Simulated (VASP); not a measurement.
# TiO2 (P4_2/mnm) in VASP: single point with PBE

Aim: the single point of TiO2 with PBE.

Program: VASP 6.6.1. These are calculated values, not measurements. Logs are shortened: lines on timing, memory, paths and dates and some standing lists are left out, and cuts for length are marked.

## (1) Starting point

The structure is tetragonal, space group P4_2/mnm (No. 136). Conventional cell: a = 4.600 Å, b = 4.600 Å, c = 2.959 Å, α = 90.00°, β = 90.00°, γ = 90.00°. Ti (site symmetry mmm) has 6 O at 1.95 to 1.98 Å as nearest neighbours. O (site symmetry m2m) has 3 Ti at 1.95 to 1.98 Å as nearest neighbours.

The cell is a database's computed one.

## (2) Single point, PBE

Contents of INCAR:

```
SYSTEM = TiO2
  ALGO = Fast
  EDIFF = 1E-6
  ENCUT = 520
  GGA = PE
  ISIF = 2
  ISMEAR = 0
  LASPH = .True.
  LCHARG = .False.
  LREAL = .False.
  LWAVE = .False.
  NELM = 60
  PREC = Accurate
  SIGMA = 0.02
```

Contents of KPOINTS:

```
k-points
0
Gamma
  3 3 3
  0 0 0
```

Contents of POSCAR:

```
TiO2
1.0
    4.5998373239      0.0000000000      0.0000000000
    0.0000000000      4.5998373239      0.0000000000
    0.0000000000      0.0000000000      2.9592135600
Ti O
2 4
Direct
    0.0000000000      0.0000000000      0.5000000000
    0.5000000000      0.5000000000      0.0000000000
    0.3043213200      0.3043213200      0.5000000000
    0.1956786800      0.8043213200      0.0000000000
    0.8043213200      0.1956786800      0.0000000000
    0.6956786800      0.6956786800      0.5000000000
```

Potentials or basis: VASP PAW PBE potentials, release 64 (Ti_sv, O).

Launch:

```sh
$ cat potpaw_PBE.64/Ti_sv/POTCAR potpaw_PBE.64/O/POTCAR > POTCAR
$ mpirun -np 1 vasp_std > vasp.out
```

OUTCAR:

```text
SYSTEM = TiO2
   EDIFF = 1E-6
   ENCUT = 520
   GGA = PE
   ISIF = 2
   ISMEAR = 0
   LASPH = .True.
   LREAL = .False.
   NELM = 60
   PREC = Accurate

 ion  position               nearest neighbor table
   1  0.000  0.000  0.500-   4 1.95   5 1.95   4 1.95   5 1.95   3 1.98   6 1.98
   2  0.500  0.500  0.000-   3 1.95   6 1.95   3 1.95   6 1.95   5 1.98   4 1.98
   3  0.304  0.304  0.500-   2 1.95   2 1.95   1 1.98
   4  0.196  0.804  0.000-   1 1.95   1 1.95   2 1.98
   5  0.804  0.196  0.000-   1 1.95   1 1.95   2 1.98
   6  0.696  0.696  0.500-   2 1.95   2 1.95   1 1.98

  LATTYP: Found a simple tetragonal cell.
 ALAT       =     4.5998373239
 C/A-ratio  =     0.6433300466

  Lattice vectors:

 A1 = (   4.5998373239,   0.0000000000,   0.0000000000)
 A2 = (   0.0000000000,   4.5998373239,   0.0000000000)
 A3 = (   0.0000000000,   0.0000000000,   2.9592135600)

Analysis of symmetry for initial positions (statically):
=====================================================================
 Subroutine PRICEL returns:
 Original cell was already a primitive cell.

 Routine SETGRP: Setting up the symmetry group for a
 simple tetragonal supercell.

 Subroutine GETGRP returns: Found 16 space group operations
 (whereof  8 operations were pure point group operations)
 out of a pool of 16 trial point group operations.

The static configuration has the point symmetry D_2h.
 The point group associated with its full space group is D_4h.

Analysis of symmetry for dynamics (positions and initial velocities):
=====================================================================
 Subroutine PRICEL returns:
 Original cell was already a primitive cell.

 Routine SETGRP: Setting up the symmetry group for a
 simple tetragonal supercell.

 Subroutine GETGRP returns: Found 16 space group operations
 (whereof  8 operations were pure point group operations)
 out of a pool of 16 trial point group operations.

The dynamic configuration has the point symmetry D_2h.
 The point group associated with its full space group is D_4h.

 Subroutine INISYM returns: Found 16 space group operations
 (whereof  8 operations are pure point group operations),
 and found     1 'primitive' translations

----------------------------------------------------------------------------------------

                                     Primitive cell

  volume of cell :      62.6125

  direct lattice vectors                    reciprocal lattice vectors
     4.599837324  0.000000000  0.000000000     0.217398993  0.000000000  0.000000000
     0.000000000  4.599837324  0.000000000     0.000000000  0.217398993  0.000000000
     0.000000000  0.000000000  2.959213560     0.000000000  0.000000000  0.337927622

  length of vectors
     4.599837324  4.599837324  2.959213560     0.217398993  0.217398993  0.337927622

  position of ions in fractional coordinates (direct lattice)
     0.000000000  0.000000000  0.500000000
     0.500000000  0.500000000  0.000000000
     0.304321320  0.304321320  0.500000000
     0.195678680  0.804321320  0.000000000
     0.804321320  0.195678680  0.000000000
     0.695678680  0.695678680  0.500000000

  ion indices of the primitive-cell ions
   primitive index   ion index
                 1           1
                 2           2
                 3           3
                 4           4
                 5           5
                 6           6

----------------------------------------------------------------------------------------

 KPOINTS: k-points

Automatic generation of k-mesh.
 Grid dimensions read from file:
 generate k-points for:    3    3    3

 Generating k-lattice:

  Cartesian coordinates                     Fractional coordinates (reciprocal lattice)
     0.072466331  0.000000000  0.000000000     0.333333333  0.000000000  0.000000000
     0.000000000  0.072466331  0.000000000     0.000000000  0.333333333  0.000000000
     0.000000000  0.000000000  0.112642541     0.000000000  0.000000000  0.333333333

  Length of vectors
     0.072466331  0.072466331  0.112642541

  Shift w.r.t. Gamma in fractional coordinates (k-lattice)
     0.000000000  0.000000000  0.000000000

 Subroutine IBZKPT returns following result:
 ===========================================

 Found      6 irreducible k-points:

 Following reciprocal coordinates:
            Coordinates               Weight
  0.000000  0.000000  0.000000      1.000000
  0.333333  0.000000  0.000000      4.000000
  0.333333  0.333333  0.000000      4.000000
  0.000000  0.000000  0.333333      2.000000
  0.333333  0.000000  0.333333      8.000000
  0.333333  0.333333  0.333333      8.000000
   k-points           NKPTS =      6   k-points in BZ     NKDIM =      6   number of bands    NBANDS=     28
   number of dos      NEDOS =    301   number of ions     NIONS =      6
   total plane-waves  NPLWV =  31104
   dimension x,y,z NGX =    36 NGY =   36 NGZ =   24
   dimension x,y,z NGXF=    72 NGYF=   72 NGZF=   48
   ions per type =               2   4
   NGX,Y,Z   is equivalent  to a cutoff of  13.01, 13.01, 13.48 a.u.
   NGXF,Y,Z  is equivalent  to a cutoff of  26.02, 26.02, 26.97 a.u.
 SYSTEM =  TiO2
   PREC   = accura    normal or accurate (medium, high low for compatibility)
   ISTART =      0    job   : 0-new  1-cont  2-samecut
   ICHARG =      2    charge: 1-file 2-atom 10-const
   ISPIN  =      1    spin polarized calculation?
   LNONCOLLINEAR =      F non collinear calculations
   LSORBIT =      F    spin-orbit coupling
   LASPH  =      T    aspherical Exc in radial PAW
   ENCUT  =  520.0 eV  38.22 Ry    6.18 a.u.   8.55  8.55  5.50*2*pi/ulx,y,z
   NELM   =     60;   NELMIN=  2; NELMDL= -5     # of ELM steps
   EDIFF  = 0.1E-05   stopping-criterion for ELM
   LREAL  =      F    real-space projection
   EDIFFG = 0.1E-04   stopping-criterion for IOM
   NSW    =      0    number of steps for IOM
   IBRION =     -1    ionic relax: 0-MD 1-quasi-New 2-CG
   NFREE  =      0    steps in history (QN), initial steepest desc. (CG)
   ISIF   =      2    stress and relaxation
   ISYM   =      2    0-nonsym 1-usesym 2-fastsym
   POTIM  = 0.5000    time-step for ionic-motion
   TEBEG  =    0.0;   TEEND  =   0.0 temperature during run
   PSTRESS=    0.0 pullay stress
   NELECT =      48.0000    total number of electrons
   NUPDOWN=      -1.0000    fix difference up-down
   EMIN   =  10.00;   EMAX   =-10.00  energy-range for DOS
   EFERMI =   0.00;   METHOD = LEGACY
   ISMEAR =     0;   SIGMA  =   0.02  broadening in eV -4-tet -1-fermi 0-gaus
   EFERMI_NEDOS =   21; number of points for ismear=-14 and -15
   IALGO  =     68    algorithm
   IMIX   =      4    mixing-type and parameters
     AMIX     =   0.40;   BMIX     =  1.00
     AMIX_MAG =   1.60;   BMIX_MAG =  1.00
  volume/ion in A,a.u.               =      10.44        70.42
  Fermi-wavevector in a.u.,A,eV,Ry     =   1.498309  2.831394 30.544140  2.244931
  Thomas-Fermi vector in A             =   2.610085
   LORBIT       =      0    0 simple, 1 ext, 2 COOP (PROOUT), +10 PAW based schemes
   GGA     = PE    functional components
   LHFCALC =     F    Hartree Fock is set to
   AEXX    =    0.0000 exact exchange contribution
   IVDW    =     0    specifies the selected vdW correction
   LEPSILON=     F    determine dielectric tensor
   LRPA    =     F    only Hartree local field effects (RPA)
 non-spin polarized calculation
 RMM-DIIS sequential band-by-band and
 Gauss-broadening in eV      SIGMA  =   0.02
  energy-cutoff  :      520.00
  volume of cell :       62.61
 maximum number of plane-waves:      1696
 NGX is ok and might be reduce to    36
   NGX = 17   NGY = 17   NGZ = 11

 number of electron      48.0000021 magnetization

 Free energy of the ion-electron system (eV)
  ---------------------------------------------------
  ext. energy  EPLUGINS =         0.00000000
  ---------------------------------------------------
  free energy    TOTEN  =       -53.59074018 eV

  energy without entropy =      -53.59074018  energy(sigma->0) =      -53.59074018

 E-fermi :   5.0465     XC(G=0): -11.3962

 val. band max:        4.8428860771   @ k =   0.0000   0.0000   0.0000
 cond. band min:       6.6760871537   @ k =   0.0000   0.0000   0.0000
 fundamental gap:      1.8332010766
 Fermi energy:         5.0465477246

 k-point     1 :       0.0000    0.0000    0.0000
  band No.  band energies     occupation
      1     -52.1351      2.00000
      2     -52.1183      2.00000
      3     -28.4415      2.00000
      4     -28.4415      2.00000
      5     -28.2770      2.00000
      6     -28.2770      2.00000
[... 20 lines left out ...]
     27       7.1934      0.00000
     28       7.2850      0.00000

 k-point     2 :       0.3333    0.0000    0.0000
  band No.  band energies     occupation
      1     -52.1309      2.00000
      2     -52.1225      2.00000
      3     -28.4104      2.00000
      4     -28.4083      2.00000
      5     -28.3133      2.00000
      6     -28.3111      2.00000
[... 20 lines left out ...]
     27       7.6682      0.00000
     28       7.7946      0.00000

 k-point     3 :       0.3333    0.3333    0.0000
  band No.  band energies     occupation
      1     -52.1288      2.00000
      2     -52.1246      2.00000
      3     -28.4505      2.00000
      4     -28.4166      2.00000
      5     -28.3067      2.00000
      6     -28.2715      2.00000
[... 20 lines left out ...]
     27       7.3012      0.00000
     28       7.6897      0.00000

 k-point     4 :       0.0000    0.0000    0.3333
  band No.  band energies     occupation
      1     -52.1011      2.00000
      2     -52.0927      2.00000
      3     -28.5548      2.00000
      4     -28.5405      2.00000
      5     -28.3468      2.00000
      6     -28.3468      2.00000
[... 20 lines left out ...]
     27       8.1946      0.00000
     28       8.2009      0.00000

 k-point     5 :       0.3333    0.0000    0.3333
  band No.  band energies     occupation
      1     -52.0990      2.00000
      2     -52.0948      2.00000
      3     -28.5612      2.00000
      4     -28.5535      2.00000
      5     -28.3263      2.00000
      6     -28.3218      2.00000
[... 20 lines left out ...]
     27       7.8723      0.00000
     28       8.4013      0.00000

 k-point     6 :       0.3333    0.3333    0.3333
  band No.  band energies     occupation
      1     -52.0979      2.00000
      2     -52.0958      2.00000
      3     -28.5563      2.00000
      4     -28.5481      2.00000
      5     -28.3521      2.00000
      6     -28.3281      2.00000
[... 20 lines left out ...]
     27       7.8459      0.00000
     28       7.9186      0.00000

------------------------ aborting loop because EDIFF is reached ----------------------------------------

  FORCE on cell =-STRESS in cart. coord.  units (eV):
  Direction    XX          YY          ZZ          XY          YZ          ZX
  --------------------------------------------------------------------------------------
  -------------------------------------------------------------------------------------
  Total        1.9110698      1.9110698      2.1499918     -0.0000000      0.0000000      0.0000000
  in kB       48.9019173     48.9019173     55.0156345     -0.0000000      0.0000000      0.0000000
  external PRESSURE =      50.9398230 kB  Pullay stress =       0.0000000 kB

 VOLUME and BASIS-vectors are now :
 -----------------------------------------------------------------------------
  energy-cutoff  :      520.00
  volume of cell :       62.61
      direct lattice vectors                 reciprocal lattice vectors
     4.599837324  0.000000000  0.000000000     0.217398993  0.000000000  0.000000000
     0.000000000  4.599837324  0.000000000     0.000000000  0.217398993  0.000000000
     0.000000000  0.000000000  2.959213560     0.000000000  0.000000000  0.337927622

 POSITION                                       TOTAL-FORCE (eV/Angst)
 -----------------------------------------------------------------------------------
      0.00000      0.00000      1.47961        -0.000000      0.000000     -0.000000
      2.29992      2.29992      0.00000        -0.000000      0.000000     -0.000000
      1.39983      1.39983      1.47961        -0.021790     -0.021790     -0.000000
      0.90009      3.69975      0.00000         0.021790     -0.021790     -0.000000
      3.69975      0.90009      0.00000        -0.021790      0.021790      0.000000
      3.20001      3.20001      1.47961         0.021790      0.021790      0.000000
 -----------------------------------------------------------------------------------
    total drift:                                0.000000      0.000000      0.000000

  FREE ENERGIE OF THE ION-ELECTRON SYSTEM (eV)
  ---------------------------------------------------
  free  energy   TOTEN  =       -53.5907401850 eV

  energy  without entropy=      -53.5907401850  energy(sigma->0) =      -53.59074018
```

Wall time 14 s (1 thread of Intel Xeon 6975P-C (Granite Rapids), shared host); peak memory 0.16 GiB.

What came out:

```
Free energy            : -53.5907 eV
Pressure               : 5.1 GPa
Largest force          : 0.031 eV/Å
Band gap on the k mesh : 1.83 eV, direct
```

Forces in eV/Å, atoms in the order of the input:
```
Ti   0.000  0.000  0.000
Ti   0.000  0.000  0.000
O   -0.022 -0.022  0.000
O    0.022 -0.022  0.000
O   -0.022  0.022  0.000
O    0.022  0.022  0.000
```

Stress tensor (GPa, compression positive):
```
4.89 0.00 0.00
0.00 4.89 0.00
0.00 0.00 5.50
```

Caveat: the k mesh is coarse (spacing up to 0.71 Å⁻¹), so the values aren't converged; an odd mesh through Γ misses points on the zone boundary, where band edges often lie.
